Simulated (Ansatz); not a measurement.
A run of Ansatz 0.2.0:

File input.yaml:

```yaml
crystal:
  lattice:
    - [1.5054695445, 0.8691832468, 2.4399269062]
    - [-1.5054695445, 0.8691832468, 2.4399269062]
    - [0.0, -1.7383664936, 2.4399269062]
  atoms:
    - { symbol: Co, position: [0.0, 0.0, 0.0], spin: 2.0 }
    - { symbol: O, position: [0.5, 0.5, 0.5] }
hamiltonian:
  xc: lda
  pseudopotentials: { kind: paw }
magnetization:
  spin_polarized: true
kpoints:
  mp_grid: { grid: [8, 8, 8] }
scf:
  occupations: { method: fermi_dirac, width: 0.05 }
phonons:
  method: dfpt
```

Potentials or basis: Ansatz PAW.

The run is started by

```console
$ ansatz run input.yaml --threads 2 --pin off --max-ram 5632MiB --backend cpu --events-out ev --progress --plain --runs-dir out
```

Hardware: 2 threads of Arm Neoverse V1, on a shared host.

Question: How long does it take, and how much memory?

Answer: Run time: 30 s on 2 threads of Arm Neoverse V1, on a shared host, peak memory 0.52 GiB. Counts: scf iterations 5, plane waves 339, k points 150, bands 17.
